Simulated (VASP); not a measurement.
Input of a VASP 6.6.1 run:

POSCAR

```
CdO2
1.0
    3.4458058362      0.0000000000      0.0000000000
   -1.7229029181      2.9841553907      0.0000000000
    0.0000000000      0.0000000000      3.7205544743
Cd O
1 2
Direct
    0.0000000000      0.0000000000      0.0000000000
    0.3333333333      0.6666666667      0.5000000000
    0.6666666667      0.3333333333      0.5000000000
```

File INCAR.step1:

```
SYSTEM = CdO2
PREC = Accurate ; ENCUT = 600
ISMEAR = 0 ; SIGMA = 0.1
LREAL = .False. ; LASPH = .True.
NELM = 100 ; GGA = PE
ALGO = Normal ; EDIFF = 1E-4
LWAVE = .True. ; LCHARG = .False.
```

INCAR.step2

```
SYSTEM = CdO2
PREC = Accurate ; ENCUT = 600
EDIFF = 1E-6 ; ISMEAR = 0
SIGMA = 0.1 ; LREAL = .False.
LASPH = .True. ; NELM = 100
ALGO = Normal ; ISIF = 3
LWAVE = .False. ; LCHARG = .False.
METAGGA = R2SCAN ; LMIXTAU = .True.
IBRION = 2 ; NSW = 90
EDIFFG = -0.04 ; ISTART = 1
```

Contents of KPOINTS:

```
regular mesh
0
Gamma
  6 6 6
  0 0 0
```

Potentials or basis: VASP PAW PBE potentials, release 64 (Cd, O).

Run with:

```console
$ cat potpaw_PBE.64/Cd/POTCAR potpaw_PBE.64/O/POTCAR > POTCAR
$ cp INCAR.step1 INCAR
$ mpirun -np 1 vasp_std > vasp.out
$ cp INCAR.step2 INCAR
$ mpirun -np 1 vasp_std > vasp.out
```

Problem. Predict the relaxed cell.

Solution. a = 3.597 Å, b = 3.597 Å, c = 3.008 Å, α = 90.00°, β = 90.00°, γ = 120.00°.

Problem. Estimate the band gap on the k mesh.

Solution. None (metal or under the smearing width).

Problem. What does it give for the relaxed volume?

Solution. 11.24 Å³/atom.

Problem. Predict the space group after relaxing (to 0.05 Å).

Solution. P6/mmm (No. 191).

Final structure:
```yaml
crystal:
  lattice:
    - [3.59740, 0.00000, 0.00000]
    - [-1.79870, 3.11544, 0.00000]
    - [0.00000, 0.00000, 3.00811]
  atoms:
    - { symbol: Cd, position: [0.00000, 0.00000, 0.00000] }
    - { symbol: O, position: [0.33333, 0.66667, 0.50000] }
    - { symbol: O, position: [0.66667, 0.33333, 0.50000] }
```

Caveat: the PAW data sets were made with another functional, which shifts forces and pressure a little.
